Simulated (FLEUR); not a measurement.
# PtSe2 (Sudovikovite) (P-3m1) in FLEUR: a series of runs

The runs below take PtSe2 (Sudovikovite) through band structure, equation of state, with PBEsol.

Everything below comes from runs of FLEUR MaX-R8.1 (later development tree). Logs are shortened: lines on timing, memory, paths and dates and some standing lists are left out, and cuts for length are marked.

### 1 The crystal as given

Symmetry: P-3m1, No. 164, trigonal system. The conventional cell has a = 3.724 Å, b = 3.724 Å, c = 5.062 Å, α = 90.00°, β = 90.00°, γ = 120.00°. Pt (site symmetry -3m) is surrounded by 6 Se at 2.49 Å. Se (site symmetry 3m) has 3 Pt at 2.49 Å as nearest neighbours.

### 2 Band structure, PBEsol

File inp.xml:

```xml
<?xml version="1.0" encoding="UTF-8" standalone="no"?>
<fleurInput fleurInputVersion="0.39">
   <comment>
      PtSe2                                                                                               
   </comment>
   <calculationSetup>
      <cutoffs Kmax="4.37" Gmax="13.5" GmaxXC="13.5" numbands="0"/>
      <scfLoop itmax="60" minDistance="0.00001" maxIterBroyd="15" imix="Anderson" alpha="0.05" precondParam="0.0" spinf="2.0" sdNocoIR="T"/>
      <coreElectrons ctail="T" frcor="F" kcrel="0" coretail_lmax="0"/>
      <xcFunctional name="PBEs" relativisticCorrections="F"/>
      <magnetism jspins="1"/>
      <soc l_soc="F" theta="0.0" phi="0.0" spav="F"/>
      <expertModes spex="0" secvar="F"/>
      <geometryOptimization l_f="F" forcealpha="1.0" forcemix="BFGS" epsdisp="0.00001" epsforce="0.00001"/>
      <ldaU l_linMix="F" mixParam="0.05" spinf="1.0"/>
   </calculationSetup>
   <cell>
      <bzIntegration valenceElectrons="50.0" mode="hist" fermiSmearingEnergy="0.00183747">
         <kPointListSelection listName="default-1"/>
         <!-- k-points included here -->
         <xi:include xmlns:xi="http://www.w3.org/2001/XInclude" href="kpts.xml"> </xi:include>
      </bzIntegration>
      <!-- symmetry operations included here -->
      <xi:include xmlns:xi="http://www.w3.org/2001/XInclude" href="sym.xml"> </xi:include>
      <bulkLattice scale="1.0">
         <bravaisMatrix>
[... 33 lines left out ...]
         <energyParameters s="4" p="4" d="4" f="4"/>
         <lo type="SCLO" l="2" n="3" eDeriv="0"/>
         <lo type="SCLO" l="0" n="4" eDeriv="2"/>
         <lo type="SCLO" l="1" n="4" eDeriv="2"/>
         <lo type="SCLO" l="3" n="4" eDeriv="2"/>
      </species>
   </atomSpecies>
   <atomGroups>
      <atomGroup species="Platinum (Pt)">
         <relPos label="                   1">.0000000000 .0000000000 .0000000000</relPos>
         <force calculate="T" relaxXYZ="TTT"/>
      </atomGroup>
      <atomGroup species="Selenium (Se)">
         <relPos label="                   2">-1.000/3.000 1.000/3.000 -1.000/4.000</relPos>
         <relPos label="                   3">1.000/3.000 -1.000/3.000 1.000/4.000</relPos>
         <force calculate="T" relaxXYZ="TTT"/>
      </atomGroup>
   </atomGroups>
   <output dos="F" band="F" slice="F">
      <checks vchk="F" cdinf="F"/>
      <bandDOS minEnergy="-.5*Htr" maxEnergy="0.5*Htr" sigma="0.015" storeEVData="T"/>
      <vacuumDOS vacdos="F" integ="F" star="F" nstars="0" locx1="0.0" locy1="0.0" locx2="0.0" locy2="0.0" nstm="0" tworkf="0.0"/>
      <unfoldingBand unfoldBand="F" supercellX="1" supercellY="1" supercellZ="1"/>
      <plotting iplot="0" polar="F">
         <plot TwoD="T" vec1="  1.0  0.0  0.0" vec2="  0.0  1.0  0.0" vec3="  0.0  0.0  1.0" zero="  0.0  0.0  0.0" file="plot"/>
      </plotting>
      <chargeDensitySlicing numkpt="0" minEigenval="0.0" maxEigenval="0.0" nnne="0" pallst="F"/>
      <specialOutput eonly="F"/>
      <moessbauerParams electricFieldGradient="T" isomerShift="T" coreHyperfine="T" valenceHyperfine="T"/>
      <magneticCircularDichroism mcd="F" energyLo="-10.0" energyUp="0.0"/>
   </output>
  <!-- We include the file relax.xml here to enable relaxations (see documentation) -->
  <xi:include xmlns:xi="http://www.w3.org/2001/XInclude" href="relax.xml"> <xi:fallback/> </xi:include>
</fleurInput>
```

File crystal.txt:

```
PtSe2
&input cartesian=F /
3.7240000000  0.0000000000  0.0000000000
-1.8620000000  3.2250786037  0.0000000000
0.0000000000  0.0000000000  5.0620000000
1.8897261246
1.0 1.0 1.0

3
78 0.0000000000  0.0000000000  0.0000000000
34 0.6666666667  0.3333333333  0.7500000000
34 0.3333333333  0.6666666667  0.2500000000

&kpt div1=8 div2=8 div3=5 gamma=T /
```

File inp.xml (bands):

```
<?xml version="1.0" encoding="UTF-8" standalone="no"?>
<fleurInput fleurInputVersion="0.39">
   <comment>
      PtSe2                                                                                               
   </comment>
   <calculationSetup>
      <cutoffs Kmax="4.37" Gmax="13.5" GmaxXC="13.5" numbands="0"/>
      <scfLoop itmax="60" minDistance="0.00001" maxIterBroyd="15" imix="Anderson" alpha="0.05" precondParam="0.0" spinf="2.0" sdNocoIR="T"/>
      <coreElectrons ctail="T" frcor="F" kcrel="0" coretail_lmax="0"/>
      <xcFunctional name="PBEs" relativisticCorrections="F"/>
      <magnetism jspins="1"/>
      <soc l_soc="F" theta="0.0" phi="0.0" spav="F"/>
      <expertModes spex="0" secvar="F"/>
      <geometryOptimization l_f="F" forcealpha="1.0" forcemix="BFGS" epsdisp="0.00001" epsforce="0.00001"/>
      <ldaU l_linMix="F" mixParam="0.05" spinf="1.0"/>
   </calculationSetup>
   <cell>
      <bzIntegration valenceElectrons="50.0" mode="hist" fermiSmearingEnergy="0.00183747">
         <kPointListSelection listName="path-1"/>
         <!-- k-points included here -->
         <xi:include xmlns:xi="http://www.w3.org/2001/XInclude" href="kpts.xml"> </xi:include>
      </bzIntegration>
      <!-- symmetry operations included here -->
      <xi:include xmlns:xi="http://www.w3.org/2001/XInclude" href="sym.xml"> </xi:include>
      <bulkLattice scale="1.0">
         <bravaisMatrix>
            <row-1>    7.0373400880104002     0.0000000000000000     0.0000000000000000</row-1>
[... 34 lines left out ...]
         <lo type="SCLO" l="0" n="4" eDeriv="2"/>
         <lo type="SCLO" l="1" n="4" eDeriv="2"/>
         <lo type="SCLO" l="3" n="4" eDeriv="2"/>
      </species>
   </atomSpecies>
   <atomGroups>
      <atomGroup species="Platinum (Pt)">
         <relPos label="                   1">.0000000000 .0000000000 .0000000000</relPos>
         <force calculate="T" relaxXYZ="TTT"/>
      </atomGroup>
      <atomGroup species="Selenium (Se)">
         <relPos label="                   2">-1.000/3.000 1.000/3.000 -1.000/4.000</relPos>
         <relPos label="                   3">1.000/3.000 -1.000/3.000 1.000/4.000</relPos>
         <force calculate="T" relaxXYZ="TTT"/>
      </atomGroup>
   </atomGroups>
   <output dos="F" band="T" slice="F">
      <checks vchk="F" cdinf="F"/>
      <bandDOS minEnergy="-.5*Htr" maxEnergy="0.5*Htr" sigma="0.015" storeEVData="T"/>
      <vacuumDOS vacdos="F" integ="F" star="F" nstars="0" locx1="0.0" locy1="0.0" locx2="0.0" locy2="0.0" nstm="0" tworkf="0.0"/>
      <unfoldingBand unfoldBand="F" supercellX="1" supercellY="1" supercellZ="1"/>
      <plotting iplot="0" polar="F">
         <plot TwoD="T" vec1="  1.0  0.0  0.0" vec2="  0.0  1.0  0.0" vec3="  0.0  0.0  1.0" zero="  0.0  0.0  0.0" file="plot"/>
      </plotting>
      <chargeDensitySlicing numkpt="0" minEigenval="0.0" maxEigenval="0.0" nnne="0" pallst="F"/>
      <specialOutput eonly="F"/>
      <moessbauerParams electricFieldGradient="T" isomerShift="T" coreHyperfine="T" valenceHyperfine="T"/>
      <magneticCircularDichroism mcd="F" energyLo="-10.0" energyUp="0.0"/>
   </output>
  <!-- We include the file relax.xml here to enable relaxations (see documentation) -->
  <xi:include xmlns:xi="http://www.w3.org/2001/XInclude" href="relax.xml"> <xi:fallback/> </xi:include>
</fleurInput>
```

Potentials or basis: all-electron, FLAPW.

Launch:

```sh
$ inpgen -f crystal.txt -profile fastHighL
$ # inp.xml edited to the form shown
$ fleur_MPI
$ fleur_MPI   # second run, on inp.xml (bands)
```

The program printed:

```text
Welcome to FLEUR        (www.flapw.de)
      MaX-Release 8.1          (www.max-centre.eu)

 ========== k-point set info ==========
 Selected k-point list: default-1
 k-point list type: mesh
 8 x 8 x 5
 Number of k points: 40

 ------------Calculation Setup---------------------------
 Number of MPI-tasks      :            1
 Number of PE/node        :            1
 Number of OMP-threads    :            1
 Most efficient MPI parallelization for:
           1           2           4           5           8          10          20          40
 Additional eigenvalue parallelization possible
 Number of basis functions:          695
 Approximate size of matrices (H+S) per k-point:         0.007 GB
 --------------------------------------------------------
 Iteration:     1   Distance:      14.66243874 me/bohr^3
 Iteration:     2   Distance:      12.38478250 me/bohr^3
 Iteration:     3   Distance:       6.25241149 me/bohr^3
 Iteration:     4   Distance:       3.29442063 me/bohr^3
 Iteration:     5   Distance:       1.60159478 me/bohr^3
 Iteration:     6   Distance:       0.49754944 me/bohr^3
 Iteration:     7   Distance:       0.37706523 me/bohr^3
 Iteration:     8   Distance:       0.08091900 me/bohr^3
 Iteration:     9   Distance:       0.01738077 me/bohr^3
 Iteration:    10   Distance:       0.01316621 me/bohr^3
 Iteration:    11   Distance:       0.00180533 me/bohr^3
 Iteration:    12   Distance:       0.00169129 me/bohr^3
 Iteration:    13   Distance:       0.00039094 me/bohr^3
 Iteration:    14   Distance:       0.00008885 me/bohr^3
 Iteration:    15   Distance:       0.00006018 me/bohr^3
 Iteration:    16   Distance:       0.00005650 me/bohr^3
 Iteration:    17   Distance:       0.00002195 me/bohr^3
 Iteration:    18   Distance:       0.00001111 me/bohr^3
 Iteration:    19   Distance:       0.00000265 me/bohr^3

 ********************************************************************
 Run finished successfully
 Stop message:
   all done
 ********************************************************************
```

Run time: 2.1 min. Hardware: 1 thread of Arm Neoverse V1, shared host; peak memory 0.08 GiB.

Results:

| Quantity | Value |
| --- | --- |
| Free energy | -633992.6965 eV |
| Band gap along the path | none (metal or under the smearing width) |
| Valence electrons inside the program's atomic spheres | Pt 16.48; Se 12.84 (radii Pt 2.46, Se 1.9 bohr) |

Levels at the corners of the path, in eV from the Fermi level:
```csv
point,band 22,band 23,band 24,band 25,band 26,band 27,band 28,band 29
Γ,-2.62,-1.10,-1.10,0.38,1.43,1.43,3.46,4.06
M,-3.60,-3.54,-3.46,-3.02,0.61,2.33,4.71,5.71
K,-3.83,-2.73,-1.87,-1.87,-0.04,-0.04,3.97,7.49
Γ,-2.62,-1.10,-1.10,0.38,1.43,1.43,3.46,4.06
A,-3.02,-1.75,-1.53,-1.53,2.28,2.28,4.68,6.24
L,-3.55,-3.27,-2.90,-1.42,0.95,1.48,4.49,4.62
H,-4.26,-3.71,-2.55,-2.55,1.97,1.97,6.50,7.18
A,-3.02,-1.75,-1.53,-1.53,2.28,2.28,4.68,6.24
L,-3.55,-3.27,-2.90,-1.42,0.95,1.48,4.49,4.62
M,-3.60,-3.54,-3.46,-3.02,0.61,2.33,4.71,5.71
K,-3.83,-2.73,-1.87,-1.87,-0.04,-0.04,3.97,7.49
H,-4.26,-3.71,-2.55,-2.55,1.97,1.97,6.50,7.18
```

Core levels (eV from the Fermi level):
```csv
atom,levels
1 Pt,"1s1/2 -78285.8, 2s1/2 -13741.0, 2p1/2 -13169.2, 2p3/2 -11440.9, 3s1/2 -3225.8, 3p1/2 -2969.4, 3p3/2 -2589.5, 4s1/2 -691.4, 3d3/2 -2163.0, 3d5/2 -2081.1, 4p1/2 -582.7, 4p3/2 -492.2, 4d3/2 -314.3, 4d5/2 -297.4, 4f5/2 -70.1, 4f7/2 -66.6"
2 Se,"1s1/2 -12486.5, 2s1/2 -1600.5, 2p1/2 -1435.7, 2p3/2 -1394.0, 3s1/2 -208.4, 3p1/2 -152.1, 3p3/2 -146.2"
3 Se,"1s1/2 -12486.5, 2s1/2 -1600.5, 2p1/2 -1435.7, 2p3/2 -1394.0, 3s1/2 -208.4, 3p1/2 -152.1, 3p3/2 -146.2"
```

Caveat: spin-orbit coupling is left out, which moves the levels of the heavy elements.

### 3 Equation of state, PBEsol, 19.05 Å³/atom (volume scaled by 0.94)

Changes to inp.xml since step 2:

```diff
@@ -6,3 +6,3 @@
    <calculationSetup>
-      <cutoffs Kmax="4.37" Gmax="13.5" GmaxXC="13.5" numbands="0"/>
+      <cutoffs Kmax="4.49" Gmax="13.9" GmaxXC="13.9" numbands="0"/>
       <scfLoop itmax="60" minDistance="0.00001" maxIterBroyd="15" imix="Anderson" alpha="0.05" precondParam="0.0" spinf="2.0" sdNocoIR="T"/>
@@ -24,3 +24,3 @@
       <xi:include xmlns:xi="http://www.w3.org/2001/XInclude" href="sym.xml"> </xi:include>
-      <bulkLattice scale="1.0">
+      <bulkLattice scale="0.9795861087">
          <bravaisMatrix>
@@ -34,3 +34,3 @@
       <species name="Platinum (Pt)" element="Pt" atomicNumber="78">
-         <mtSphere radius="2.46" gridPoints="813" logIncrement="0.016"/>
+         <mtSphere radius="2.39" gridPoints="813" logIncrement="0.016"/>
          <atomicCutoffs lmax="10" lnonsphr="8"/>
@@ -51,3 +51,3 @@
       <species name="Selenium (Se)" element="Se" atomicNumber="34">
-         <mtSphere radius="1.9" gridPoints="629" logIncrement="0.019"/>
+         <mtSphere radius="1.85" gridPoints="629" logIncrement="0.019"/>
          <atomicCutoffs lmax="8" lnonsphr="6"/>
```

Potentials or basis: all-electron, FLAPW.

Launch:

```sh
$ inpgen -f crystal.txt -profile fastHighL
$ # inp.xml edited to the form shown
$ fleur_MPI
```

It took 2 min on 1 thread of Arm Neoverse V1, shared host; peak memory 0.08 GiB.

The run converged. Its results:

| Quantity | Value |
| --- | --- |
| Free energy | -633992.5145 eV |
| Band gap on the k mesh | none (metal or under the smearing width) |
| Valence electrons inside the program's atomic spheres | Pt 16.30; Se 12.69 (radii Pt 2.39, Se 1.85 bohr) |

Caveat: the plane-wave cutoff is short for the semicore states, which can make moduli rough.

### 4 Equation of state, PBEsol, 19.45 Å³/atom (volume scaled by 0.96)

Changes to inp.xml since step 3:

```diff
@@ -24,3 +24,3 @@
       <xi:include xmlns:xi="http://www.w3.org/2001/XInclude" href="sym.xml"> </xi:include>
-      <bulkLattice scale="0.9795861087">
+      <bulkLattice scale="0.9864848297">
          <bravaisMatrix>
```

Launch:

```sh
$ inpgen -f crystal.txt -profile fastHighL
$ # inp.xml edited to the form shown
$ fleur_MPI
```

It took 2.1 min on 1 thread of Arm Neoverse V1, shared host; peak memory 0.09 GiB.

Results (log left out):

```
Free energy                                           : -633992.5897 eV
Band gap on the k mesh                                : none (metal or under the smearing width)
Valence electrons inside the program's atomic spheres : Pt 16.26; Se 12.67 (radii Pt 2.39, Se 1.85 bohr)
```

Caveat: the plane-wave cutoff is short for the semicore states, which can make moduli rough.

### 5 Equation of state, PBEsol, 20.27 Å³/atom

Changes to inp.xml since step 4:

```diff
@@ -24,3 +24,3 @@
       <xi:include xmlns:xi="http://www.w3.org/2001/XInclude" href="sym.xml"> </xi:include>
-      <bulkLattice scale="0.9864848297">
+      <bulkLattice scale="1.0000000000">
          <bravaisMatrix>
```

Launch:

```sh
$ inpgen -f crystal.txt -profile fastHighL
$ # inp.xml edited to the form shown
$ fleur_MPI
```

Run time: 2.3 min. Hardware: 1 thread of Arm Neoverse V1, shared host; peak memory 0.09 GiB.

The run converged. Its results:

| Quantity | Value |
| --- | --- |
| Free energy | -633992.6669 eV |
| Band gap on the k mesh | none (metal or under the smearing width) |
| Valence electrons inside the program's atomic spheres | Pt 16.19; Se 12.66 (radii Pt 2.39, Se 1.85 bohr) |

Caveat: the plane-wave cutoff is short for the semicore states, which can make moduli rough.

### 6 Equation of state, PBEsol, 21.08 Å³/atom (volume scaled by 1.04)

Changes to inp.xml since step 5:

```diff
@@ -24,3 +24,3 @@
       <xi:include xmlns:xi="http://www.w3.org/2001/XInclude" href="sym.xml"> </xi:include>
-      <bulkLattice scale="1.0000000000">
+      <bulkLattice scale="1.0131594038">
          <bravaisMatrix>
```

Potentials or basis: all-electron, FLAPW.

Launch:

```sh
$ inpgen -f crystal.txt -profile fastHighL
$ # inp.xml edited to the form shown
$ fleur_MPI
```

Wall time 2.4 min (1 thread of Arm Neoverse V1, shared host); peak memory 0.09 GiB.

The run converged. Its results:

* Free energy: -633992.6590 eV
* Band gap on the k mesh: none (metal or under the smearing width)
* Valence electrons inside the program's atomic spheres: Pt 16.13; Se 12.64 (radii Pt 2.39, Se 1.85 bohr)

Caveat: the plane-wave cutoff is short for the semicore states, which can make moduli rough.

### 7 Equation of state, PBEsol, 21.48 Å³/atom (volume scaled by 1.06)

Changes to inp.xml since step 6:

```diff
@@ -24,3 +24,3 @@
       <xi:include xmlns:xi="http://www.w3.org/2001/XInclude" href="sym.xml"> </xi:include>
-      <bulkLattice scale="1.0131594038">
+      <bulkLattice scale="1.0196128224">
          <bravaisMatrix>
```

Launch:

```sh
$ inpgen -f crystal.txt -profile fastHighL
$ # inp.xml edited to the form shown
$ fleur_MPI
```

Run time: 2.6 min. Hardware: 1 thread of Arm Neoverse V1, shared host; peak memory 0.09 GiB.

The run converged. Its results:

```
Free energy                                           : -633992.6279 eV
Band gap on the k mesh                                : none (metal or under the smearing width)
Valence electrons inside the program's atomic spheres : Pt 16.10; Se 12.63 (radii Pt 2.39, Se 1.85 bohr)
```

Caveat: the plane-wave cutoff is short for the semicore states, which can make moduli rough.

### 8 Equation of state, PBEsol

Potentials or basis: all-electron, FLAPW.

No new run: the results of the series are fitted here.

What came out:

```yaml
Equilibrium_volume: 20.58 Å³/atom
Bulk_modulus_at_fixed_shape_and_positions: 132 GPa
```

Energy against volume, from the lowest point:
| volume (Å³/atom) | energy (meV/atom) |
| --- | --- |
| 19.049 | 50.81 |
| 19.455 | 25.74 |
| 20.265 | 0.00 |
| 21.076 | 2.62 |
| 21.481 | 13.01 |

Caveat: the plane-wave cutoff is short for the semicore states, which can make moduli rough; the cell was scaled at fixed shape and fractional positions, which overstates the stiffness of a crystal with free parameters, most of all of layers and chains. Spin-orbit coupling is left out, which matters for the levels of Pt.

[end of part 1 of 2]
